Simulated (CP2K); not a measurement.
Runs of CP2K 2026.2 on Au. Symmetry: Fm-3m, No. 225, cubic system. Conventional cell: a = 4.070 Å, b = 4.070 Å, c = 4.070 Å, α = 90.00°, β = 90.00°, γ = 90.00°. Au (site symmetry m-3m) is surrounded by 12 Au at 2.88 Å. 

```tsv
task	level	potentials or basis	cell	smearing	EPS_DEFAULT	NGRIDS	potentials	gap on the mesh (eV)	pressure (GPa)	V0 of scaled cells (Å³/atom)	B0 (GPa)
single point	PBEsol	POTENTIAL_UZH Au GTH-PBE-q11; TZVP-MOLOPT-PBE-GTH basis	as given	fermi-dirac 0.05 eV	1.0E-10	4	Au GTH-PBE-q11 of POTENTIAL_UZH	none	(b)	-	-
equation of state	LDA	GTH_POTENTIALS Au GTH-PADE-q11; TZVP-MOLOPT-PBE-GTH basis	as given	fermi-dirac 0.0259 eV	1.0E-9	4	Au GTH-PADE-q11 of GTH_POTENTIALS	-	-	17.07	(a)
equation of state	PBEsol	POTENTIAL_UZH Au GTH-PBE-q11; TZVP-MOLOPT-PBE-GTH basis	as given	fermi-dirac 0.05 eV	1.0E-10	4	Au GTH-PBE-q11 of POTENTIAL_UZH	-	-	17.64	170
single point	PBEsol	POTENTIAL_UZH Au GTH-PBE-q11; TZVP-MOLOPT-PBE-GTH basis	cell strained at random at fixed volume	fermi-dirac 0.05 eV	1.0E-10	5	Au GTH-PBE-q11 of POTENTIAL_UZH	none	9.0	-	-
```

Alike in all rows: no spin polarisation; k mesh 11 × 11 × 11.

Question: Fill in the values left out.

Answer: (a) 186; (b) 8.8.

Caveats: with these potentials and basis sets, volumes of gold and of layered tellurides can stand 1.5 % and more from those of plane-wave programs; the basis of atomic orbitals isn't converged, which shifts pressures, moduli and gaps; the potentials were made for another functional, which shifts forces and pressure (some runs).

A k mesh can miss the band edges, and the runs leave out spin-orbit coupling on Au.

A gap of «none» marks a metal or a gap under the smearing width.
